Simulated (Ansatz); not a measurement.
How stiff is this cell of SnS?

Cell: an entry of the Crystallography Open Database (COD), its atoms then relaxed with PBE in this cell.

```
Sn S
1.0
    11.32000    0.00000    0.00000
     0.00000    4.05000    0.00000
     0.00000    0.00000    4.24200
Sn S
4 4
Direct
  0.12035 0.25000 0.10796
  0.37965 0.75000 0.60796
  0.62035 0.25000 0.39204
  0.87965 0.75000 0.89204
  0.85167 0.25000 0.47695
  0.64833 0.75000 0.97695
  0.35167 0.25000 0.02305
  0.14833 0.75000 0.52305
```

Atoms are numbered from 1 in the order listed; like atoms form one site, named after its first atom.

The numbers come from a DFT calculation in Ansatz (PBE, plane waves and PAW, scalar-relativistic, 420 eV cutoff, Γ-centred 4×11×10 k-points, Fermi–Dirac smearing 0.02 eV).

The cell is stretched along z (the third Cartesian axis of the run's cell), x and y held, and the ions relax again each time. Tension counts as positive.

| strain along z (%) | stress along z (GPa) | stress along x (GPa) | gap on the k-mesh (eV) |
| --- | --- | --- | --- |
| -3 | -3.3 | -1.9 | 0.52 |
| -2 | -2.7 | -1.7 | 0.64 |
| -1 | -2.3 | -1.4 | 0.76 |
| 0 | -1.7 | -1.2 | 0.86 |
| +1 | ? | ? | ? |
| +2 | -0.9 | -0.9 | 1.01 |
| +3 | -0.6 | -0.7 | 1.04 |

Problem. Estimate the row at +1 % from the others.

Solution. stress along z (GPa): -1.2; stress along x (GPa): -1.1; gap on the k-mesh (eV): 0.96. Worked: parabolas through the other 6 rows give -1.3 and -1.0 GPa at +1 %. Their slopes at zero strain are 45 GPa (the stiffness along z) and 21 GPa (the coupling of z to x). They hold at this cell, where the calculated pressure is 1.3 GPa. The gap opens by 101 meV per per cent of stretch between the rows next to zero strain; the parabola gives 0.94 eV for the withheld row.

PBE gaps are too small, by a third to a half in many semiconductors; their changes with strain are better.

All values belong to this cell and structure model.
